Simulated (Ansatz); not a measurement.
Level of theory: Ansatz 0.2.0, DFT, PBE, plane waves (420 eV) with PAW, scalar-relativistic.

An element in the hcp structure gives this curve. The cell is scaled uniformly from the relaxed one, with fractional coordinates and shape fixed. Energies are extrapolated to zero smearing, pressures are those at the given smearing. Magnetic state: spin not included.

```
V (Å³/atom)  E − E₀ (meV/atom)  P (GPa)
     10.544               95.9    24.46
     11.023               38.7    14.24
     11.502                8.7     6.22
     11.981                0.0    -0.08
     12.461                8.0    -5.02
     12.940               29.1    -8.89
     13.419               60.5   -11.91
```

(1) Which element is it?
A. copper
B. cobalt
C. iron
D. vanadium

Answers

(1) A. Its fit is V₀ = 11.97 Å³/atom, B₀ = 139 GPa, B₀′ = 5.1.
